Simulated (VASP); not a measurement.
Method: PBE GGA, VASP's PBE PAW potentials (set 64) (plane waves; VASP).

VASP ran on this input.

**INCAR**
```
SYSTEM = CsBr
PREC = Accurate; ENCUT = 520; LREAL = F
LASPH = T; ICHARG = 11
EDIFF = 1E-6; NELM = 100; ALGO = Normal
LMAXMIX = 4
ISMEAR = 0; SIGMA = 0.05
GGA = PE
LWAVE = F; LCHARG = F
```

POSCAR:
```
CsBr
1
    4.3908082423     0.0000000000     0.0000000000
    0.0000000000     4.3908082423     0.0000000000
    0.0000000000     0.0000000000     4.3908082423
Cs Br
1 1
Direct
  0.0000000000   0.0000000000   0.0000000000
  0.5000000000   0.5000000000   0.5000000000
```

File KPOINTS:
```
k-points along high-symmetry lines
15
Line-mode
Reciprocal
  0.000000   0.000000   0.000000 ! GAMMA
  0.000000   0.500000   0.000000 ! X

  0.000000   0.500000   0.000000 ! X
  0.500000   0.500000   0.000000 ! M

  0.500000   0.500000   0.000000 ! M
  0.000000   0.000000   0.000000 ! GAMMA

  0.000000   0.000000   0.000000 ! GAMMA
  0.500000   0.500000   0.500000 ! R

  0.500000   0.500000   0.500000 ! R
  0.000000   0.500000   0.000000 ! X

  0.500000   0.500000   0.500000 ! R
  0.500000   0.500000   0.000000 ! M
```

POTCAR, in this order: Cs_sv Br (PBE.64 set). Program: vasp_std. Read from the step before: CHGCAR.

The run wrote:

### OSZICAR
```
       N       E                     dE             d eps       ncg     rms          rms(c)
DAV:   1     0.963506460330E+02    0.96351E+02   -0.65858E+03  2160   0.112E+03
DAV:   2     0.177342760316E+01   -0.94577E+02   -0.88330E+02  3196   0.180E+02
DAV:   3    -0.594958672339E+01   -0.77230E+01   -0.76923E+01  2688   0.581E+01
DAV:   4    -0.603981446150E+01   -0.90228E-01   -0.90179E-01  2536   0.728E+00
DAV:   5    -0.604069080309E+01   -0.87634E-03   -0.87613E-03  2672   0.699E-01
DAV:   6    -0.604070897073E+01   -0.18168E-04   -0.18167E-04  2580   0.917E-02
DAV:   7    -0.604070951742E+01   -0.54669E-06   -0.54666E-06  2584   0.134E-02
   1 F= -.60407095E+01 E0= -.60407095E+01  d E =-.303458E-18
```

### OUTCAR
```
 val. band max:       -0.6312505381   @ k =   0.5000   0.5000   0.0000

 cond. band min:       3.6086632806   @ k =   0.0000   0.0000   0.0000



 k-point     1 :       0.0000    0.0000    0.0000
  band No.  band energies     occupation
      1     -20.5306      2.00000
      2     -12.9234      2.00000
      3      -7.1516      2.00000
      4      -7.1516      2.00000
      5      -7.1516      2.00000
      6      -0.6551      2.00000
      7      -0.6551      2.00000
      8      -0.6551      2.00000
      9       3.6087      0.00000
     10       4.3350      0.00000
     11       4.3350      0.00000
     12       8.2475      0.00000

 k-point     2 :       0.0000    0.0357    0.0000
  band No.  band energies     occupation
      1     -20.5301      2.00000
      2     -12.9234      2.00000
      3      -7.1562      2.00000
      4      -7.1506      2.00000
      5      -7.1506      2.00000
      6      -0.6750      2.00000
      7      -0.6570      2.00000
      8      -0.6570      2.00000
      9       3.6395      0.00000
     10       4.3427      0.00000
     11       4.3615      0.00000
     12       8.2403      0.00000

 k-point     3 :       0.0000    0.0714    0.0000
  band No.  band energies     occupation
      1     -20.5287      2.00000
      2     -12.9234      2.00000
      3      -7.1699      2.00000
      4      -7.1477      2.00000
      5      -7.1477      2.00000
      6      -0.7324      2.00000
      7      -0.6625      2.00000
      8      -0.6625      2.00000
      9       3.7299      0.00000
     10       4.3659      0.00000
     11       4.4403      0.00000
     12       8.2188      0.00000

 k-point     4 :       0.0000    0.1071    0.0000
  band No.  band energies     occupation
      1     -20.5264      2.00000
      2     -12.9235      2.00000
      3      -7.1916      2.00000
      4      -7.1430      2.00000
      5      -7.1430      2.00000
      6      -0.8211      2.00000
      7      -0.6715      2.00000
...
```

The density is held fixed in this step, so its total energy and stress have no physical meaning. Unless said otherwise, spin-orbit coupling is left out, though it shifts the bands of the heavy elements here.

The compound is CsBr in the CsCl type structure. It was relaxed first, which changed the volume by +7 %.
